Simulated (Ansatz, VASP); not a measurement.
# Al2Pd3: VASP beside Ansatz

Aim: how closely do two programs agree when they are given the same cell, functional and k mesh? The structure shown is the end of the VASP relaxation below.

Main program and level: Ansatz 0.2.0; plane waves, with VASP 6.6.1 beside it; single point at PBE.

## (1) The structure

The cell holds 20 atoms: 8 Al and 12 Pd. Its edges and angles: a = 5.572 Å, b = 5.572 Å, c = 21.880 Å, α = 90.0°, β = 90.0°, γ = 90.0°. It derives from Pd. As first built, before any earlier steps moved the atoms (in the runner's words): kind: overlayer; added: Al; how: one layer, both faces;. Regions: layer 1, 4 atoms (4 Al); layer 2, 4 atoms (4 Pd); layer 3, 4 atoms (4 Pd); other layers, 8 atoms (4 Pd and 4 Al). Vacuum lies along c.

## (2) VASP: relaxation, PBE

This run makes the geometry at which the two programs are then compared.

Lines of VASP's logs that name or quote its potential files are left out, and so is its time.

INCAR

```
SYSTEM = Al2Pd3
PREC = Normal
ENCUT = 330
EDIFF = 1E-05
NELM = 100
ISMEAR = 0
SIGMA = 0.1
LREAL = Auto
ALGO = Fast
GGA = PE
NBANDS = 92
LWAVE = .FALSE.
LCHARG = .FALSE.
NCORE = 8
IBRION = 2
NSW = 50
ISIF = 0
EDIFFG = -0.05
```

POSCAR

```
Al2Pd3
1.0
    5.5720014357      0.0000000000      0.0000000000
    0.0000000000      5.5720014357      0.0000000000
    0.0000000000      0.0000000000     21.8800000000
Al Pd
8 12
Selective dynamics
Direct
    0.0000000000      0.0000000000      0.6800731260  T T T
    0.5000000000      0.0000000000      0.6800731260  T T T
    0.0000000000      0.5000000000      0.6800731260  T T T
    0.5000000000      0.5000000000      0.6800731260  T T T
    0.0000000000      0.0000000000      0.3199268740  T T T
    0.5000000000      0.0000000000      0.3199268740  T T T
    0.0000000000      0.5000000000      0.3199268740  T T T
    0.5000000000      0.5000000000      0.3199268740  T T T
    0.2500000000      0.2500000000      0.5900365630  T T T
    0.7500000000      0.2500000000      0.5900365630  T T T
    0.2500000000      0.7500000000      0.5900365630  T T T
    0.7500000000      0.7500000000      0.5900365630  T T T
    0.0000000000      0.0000000000      0.5000000000  F F F
    0.5000000000      0.0000000000      0.5000000000  F F F
    0.0000000000      0.5000000000      0.5000000000  F F F
    0.5000000000      0.5000000000      0.5000000000  F F F
    0.2500000000      0.2500000000      0.4099634370  T T T
    0.7500000000      0.2500000000      0.4099634370  T T T
    0.2500000000      0.7500000000      0.4099634370  T T T
    0.7500000000      0.7500000000      0.4099634370  T T T
```

KPOINTS

```
Automatic mesh
0
Gamma
3 3 1
0 0 0
```

The projector-augmented-wave data sets are Al and Pd (PBE family, release 64).

On the command line:

```console
> mpirun -np 8 vasp_std
```

Numbers of over 12 decimals in the logs are rounded to 6 here.

What it wrote:

```text
[banner, memory and clock lines left out]
running    8 mpi-ranks, on    1 nodes
 distrk:  each k-point on    8 cores,    1 groups
 distr:  one band on    8 cores,    1 groups

 POSCAR found type information on POSCAR AlPd
 POSCAR found :  2 types and      20 ions
|                                                                             |
|           W    W    AA    RRRRR   N    N  II  N    N   GGGG   !!!           |
|           W    W   A  A   R    R  NN   N  II  NN   N  G    G  !!!           |
|           W    W  A    A  R    R  N N  N  II  N N  N  G       !!!           |
|           W WW W  AAAAAA  RRRRR   N  N N  II  N  N N  G  GGG   !            |
|           WW  WW  A    A  R   R   N   NN  II  N   NN  G    G                |
|           W    W  A    A  R    R  N    N  II  N    N   GGGG   !!!           |
|                                                                             |
|     For optimal performance we recommend to set                             |
|       NCORE = 2 up to number-of-cores-per-socket                            |
|     NCORE specifies how many cores store one orbital (NPAR=cpu/NCORE).      |
|     This setting can greatly improve the performance of VASP for DFT.       |
|     The default, NCORE=1 might be grossly inefficient on modern             |
|     multi-core architectures or massively parallel machines. Do your        |
|     Unfortunately you need to use the default for GW and RPA                |
|     calculations (for HF NCORE is supported but not extensively tested      |
|     yet).                                                                   |
|                                                                             |

 LDA part: xc-table for (Slater+PW92), standard interpolation
 POSCAR, INCAR and KPOINTS ok, starting setup
 FFT: planning ... GRIDC
 FFT: planning ... GRID_SOFT
 FFT: planning ... GRID
 WAVECAR not read
 entering main loop
       N       E                     dE             d eps       ncg     rms          rms(c)
DAV:   1     0.653247780520E+03    0.65325E+03   -0.47573E+04   560   0.918E+02
DAV:   2    -0.494020298834E+02   -0.70265E+03   -0.64592E+03   640   0.224E+02
DAV:   3    -0.973796894691E+02   -0.47978E+02   -0.43884E+02   688   0.524E+01
DAV:   4    -0.989144483500E+02   -0.15348E+01   -0.15237E+01   736   0.994E+00
DAV:   5    -0.989675819766E+02   -0.53134E-01   -0.53057E-01   744   0.180E+00    0.236E+01
RMM:   6    -0.953337275324E+02    0.36339E+01   -0.90933E+00   557   0.104E+01    0.117E+01
RMM:   7    -0.955678656053E+02   -0.23414E+00   -0.45352E+00   558   0.495E+00    0.788E+00
RMM:   8    -0.948773028045E+02    0.69056E+00   -0.28874E+00   558   0.539E+00    0.299E+00
RMM:   9    -0.948880670482E+02   -0.10764E-01   -0.43184E-01   559   0.179E+00    0.220E+00
RMM:  10    -0.947788523149E+02    0.10921E+00   -0.12628E-01   559   0.119E+00    0.416E-01
RMM:  11    -0.947794684307E+02   -0.61612E-03   -0.22931E-02   564   0.328E-01    0.274E-01
RMM:  12    -0.947786014425E+02    0.86699E-03   -0.42706E-03   563   0.176E-01    0.793E-02
RMM:  13    -0.947784904185E+02    0.11102E-03   -0.14350E-03   577   0.101E-01    0.633E-02
RMM:  14    -0.947780570476E+02    0.43337E-03   -0.94000E-04   572   0.581E-02    0.366E-02
RMM:  15    -0.947781190646E+02   -0.62017E-04   -0.18313E-04   568   0.336E-02    0.275E-02
RMM:  16    -0.947784882895E+02   -0.36922E-03   -0.17260E-04   469   0.233E-02    0.140E-02
RMM:  17    -0.947785896411E+02   -0.10135E-03   -0.66167E-05   416   0.169E-02    0.109E-02
RMM:  18    -0.947790695907E+02   -0.47995E-03   -0.41935E-05   378   0.141E-02    0.720E-03
RMM:  19    -0.947791550943E+02   -0.85504E-04   -0.68541E-06   323   0.616E-03    0.581E-03
RMM:  20    -0.947792352381E+02   -0.80144E-04   -0.77193E-06   310   0.513E-03    0.255E-03
RMM:  21    -0.947792426375E+02   -0.73993E-05   -0.12790E-06   156   0.282E-03
   1 F= -.94779243E+02 E0= -.94742664E+02  d E =-.947792E+02
[...]
2 F= -.95665395E+02 E0= -.95630978E+02  d E =-.886152E+00
[...]
3 F= -.96178988E+02 E0= -.96142489E+02  d E =-.139975E+01
[...]
4 F= -.96190134E+02 E0= -.96152436E+02  d E =-.141089E+01
[...]
5 F= -.96189707E+02 E0= -.96152250E+02  d E =-.141046E+01
[...]
6 F= -.96212791E+02 E0= -.96175193E+02  d E =-.230843E-01
[...]
7 F= -.96268887E+02 E0= -.96231474E+02  d E =-.791806E-01
 curvature:  -3.83 expect dE=-0.259E-01 dE for cont linesearch -0.250E-01
 ZBRENT: increasing intervall
 opt :  12.8893  next Energy=   -96.298338 (dE=-0.109E+00)
 bond charge predicted
       N       E                     dE             d eps       ncg     rms          rms(c)
DAV:   1    -0.962285662351E+02    0.40316E-01   -0.76518E+01   552   0.237E+01    0.155E+00
RMM:   2    -0.963194894629E+02   -0.90923E-01   -0.94345E-01   555   0.368E+00    0.106E+00
RMM:   3    -0.963206524168E+02   -0.11630E-02   -0.22075E-01   582   0.162E+00    0.748E-01
RMM:   4    -0.963165112994E+02    0.41411E-02   -0.38209E-02   578   0.673E-01    0.379E-01
RMM:   5    -0.963155691622E+02    0.94214E-03   -0.10656E-02   566   0.355E-01    0.261E-01
RMM:   6    -0.963145468825E+02    0.10223E-02   -0.31167E-03   561   0.205E-01    0.632E-02
RMM:   7    -0.963145941644E+02   -0.47282E-04   -0.68787E-04   593   0.862E-02    0.265E-02
RMM:   8    -0.963146093631E+02   -0.15199E-04   -0.11757E-04   534   0.327E-02    0.126E-02
RMM:   9    -0.963146238601E+02   -0.14497E-04   -0.26429E-05   360   0.153E-02    0.395E-03
RMM:  10    -0.963146302326E+02   -0.63724E-05   -0.61048E-06   321   0.785E-03
   8 F= -.96314630E+02 E0= -.96280665E+02  d E =-.124923E+00
 curvature:  -4.52 expect dE=-0.519E-02 dE for cont linesearch -0.389E-05
 trial: gam= 0.07686 g(F)=  0.115E-02 g(S)=  0.000E+00 ort =-0.124E-03 (trialstep = 0.361E+01)
 search vector abs. value=  0.123E-02
 reached required accuracy - stopping structural energy minimisation
```

OUTCAR, selected parts (step 2):

```text
ion  position               nearest neighbor table
   1  0.000  0.000  0.680-   9 2.79  10 2.79  11 2.79  12 2.79   2 2.79   3 2.79   3 2.79   2 2.79

  LATTYP: Found a simple tetragonal cell.
 ALAT       =     5.5720014357
 C/A-ratio  =     3.9267757291

 Subroutine GETGRP returns: Found 16 space group operations
 (whereof 16 operations were pure point group operations)

The static configuration has the point symmetry D_4h.

 Found      3 irreducible k-points:

   k-points           NKPTS =      3   k-points in BZ     NKDIM =      3   number of bands    NBANDS=     92

   dimension x,y,z NGX =    28 NGY =   28 NGZ =   98
   dimension x,y,z NGXF=    56 NGYF=   56 NGZF=  196

   ENCUT  =  330.0 eV  24.25 Ry    4.92 a.u.   8.25  8.25 32.41*2*pi/ulx,y,z

   NELECT =     144.0000    total number of electrons

 k-points in reciprocal lattice and weights: Automatic mesh
   0.00000000  0.00000000  0.00000000       0.111
   0.33333333  0.00000000  0.00000000       0.444
   0.33333333  0.33333333  0.00000000       0.444

 average (electrostatic) potential at core
       1 -78.9602       2 -78.9602       3 -78.9602       4 -78.9602       5 -78.9602
       6 -78.9602       7 -78.9602       8 -78.9602       9 -79.0845      10 -79.0845
      11 -79.0845      12 -79.0845      13 -78.1392      14 -78.1392      15 -78.1392
      16 -78.1392      17 -79.0845      18 -79.0845      19 -79.0845      20 -79.0845

 E-fermi :   1.7260

 k-point     1 :       0.0000    0.0000    0.0000
  band No.  band energies     occupation
    ...
     68       1.3668      2.00000
     69       1.3668      2.00000
     70       1.4543      1.99988
     71       1.5903      1.94502
     72       1.5903      1.94502
     73       2.2337      0.00000
     74       2.3372      0.00000
     75       2.3372      0.00000
     76       2.3987      0.00000
     77       2.3987      0.00000
    ...

 k-point     2 :       0.3333    0.0000    0.0000
  band No.  band energies     occupation
    ...
     69       1.4629      1.99980
     70       1.5887      1.94776
     71       1.6497      1.71937
     72       1.6969      1.31950
     73       1.7223      1.04105
     74       2.0079      0.00007
     75       2.1995      0.00000
     76       2.2943      0.00000
     77       2.3203      0.00000
     78       2.3484      0.00000
    ...

 k-point     3 :       0.3333    0.3333    0.0000
  band No.  band energies     occupation
    ...
     68       0.9676      2.00000
     69       0.9676      2.00000
     70       1.2514      2.00000
     71       1.2514      2.00000
     72       1.2861      2.00000
     73       2.1786      0.00000
     74       2.1786      0.00000
     75       2.4573      0.00000
     76       2.5278      0.00000
     77       3.1028      0.00000
    ...

  energy-cutoff  :      330.00
  volume of cell :      679.31
      direct lattice vectors                 reciprocal lattice vectors
     5.572001436  0.000000000  0.000000000     0.179468726  0.000000000  0.000000000
     0.000000000  5.572001436  0.000000000     0.000000000  0.179468726  0.000000000
     0.000000000  0.000000000 21.880000000     0.000000000  0.000000000  0.045703839

 POSITION                                       TOTAL-FORCE (eV/Angst)
 -----------------------------------------------------------------------------------
      5.57200      0.00000     14.64429         0.000000     -0.000000      0.028549
      2.78600      0.00000     14.64429         0.000000     -0.000000      0.028549
      5.57200      2.78600     14.64429        -0.000000     -0.000000      0.028549
      2.78600      2.78600     14.64429         0.000000     -0.000000      0.028549
      0.00000      5.57200      7.23571         0.000000     -0.000000     -0.028549
      2.78600      0.00000      7.23571         0.000000     -0.000000     -0.028549
      0.00000      2.78600      7.23571         0.000000     -0.000000     -0.028549
      2.78600      2.78600      7.23571        -0.000000     -0.000000     -0.028549
      1.39300      1.39300     12.99898         0.000000      0.000000     -0.046452
      4.17900      1.39300     12.99898        -0.000000      0.000000     -0.046452
      1.39300      4.17900     12.99898        -0.000000      0.000000     -0.046452
      4.17900      4.17900     12.99898         0.000000      0.000000     -0.046452
      0.00000      0.00000     10.94000         0.000000     -0.000000      0.000000
      2.78600      0.00000     10.94000         0.000000     -0.000000      0.000000
      0.00000      2.78600     10.94000         0.000000     -0.000000      0.000000
      2.78600      2.78600     10.94000        -0.000000     -0.000000      0.000000
      1.39300      1.39300      8.88102         0.000000     -0.000000      0.046452
      4.17900      1.39300      8.88102        -0.000000     -0.000000      0.046452
      1.39300      4.17900      8.88102         0.000000      0.000000      0.046452
      4.17900      4.17900      8.88102         0.000000      0.000000      0.046452
 -----------------------------------------------------------------------------------
    total drift:                                0.000000      0.000000      0.000000

  FREE ENERGIE OF THE ION-ELECTRON SYSTEM (eV)
  ---------------------------------------------------
  free  energy   TOTEN  =       -96.3146302326 eV

  energy  without entropy=      -96.2466999468  energy(sigma->0) =      -96.28066509

 reached required accuracy - stopping structural energy minimisation
```

CONTCAR:

```
Al2Pd3
   1.00000000000000
     5.5720014356999998    0.0000000000000000    0.0000000000000000
     0.0000000000000000    5.5720014356999998    0.0000000000000000
     0.0000000000000000    0.0000000000000000   21.8799999999999990
  Al              Pd
     8    12
Selective dynamics
Direct
     1.0000000000000000    0.0000000000000000    0.6693000763958539   T   T   T
     0.5000000000000000    0.0000000000000000    0.6693000763958539   T   T   T
     1.0000000000000000    0.5000000000000000    0.6693000763958539   T   T   T
     0.5000000000000000    0.5000000000000000    0.6693000763958539   T   T   T
     0.0000000000000000    1.0000000000000000    0.3306999236041461   T   T   T
     0.5000000000000000    0.0000000000000000    0.3306999236041461   T   T   T
     0.0000000000000000    0.5000000000000000    0.3306999236041461   T   T   T
     0.5000000000000000    0.5000000000000000    0.3306999236041461   T   T   T
     0.2500000000000000    0.2500000000000000    0.5941031736460597   T   T   T
     0.7500000000000000    0.2500000000000000    0.5941031736460597   T   T   T
     0.2500000000000000    0.7500000000000000    0.5941031736460597   T   T   T
     0.7500000000000000    0.7500000000000000    0.5941031736460597   T   T   T
     0.0000000000000000    0.0000000000000000    0.5000000000000000   F   F   F
     0.5000000000000000    0.0000000000000000    0.5000000000000000   F   F   F
     0.0000000000000000    0.5000000000000000    0.5000000000000000   F   F   F
     0.5000000000000000    0.5000000000000000    0.5000000000000000   F   F   F
     0.2500000000000000    0.2500000000000000    0.4058968263539403   T   T   T
     0.7500000000000000    0.2500000000000000    0.4058968263539403   T   T   T
     0.2500000000000000    0.7500000000000000    0.4058968263539403   T   T   T
     0.7500000000000000    0.7500000000000000    0.4058968263539403   T   T   T
```

The run keeps the 16 symmetry operations of its start, so it cannot find a distortion of lower symmetry.

[end of part 1 of 2]

[Lines on the potential files, build, host, timing and source positions are cut from VASP's logs without a mark.]

[Logs are printed without paths, hosts, clocks, repeated set-up lines and the standing remarks that a program may print on its own settings, such as how far it seeks lower states.]

[Hosts, paths, dates, database ids (printed as entryN), source tags and the programs' standing remarks are cut or masked in the printed files.]
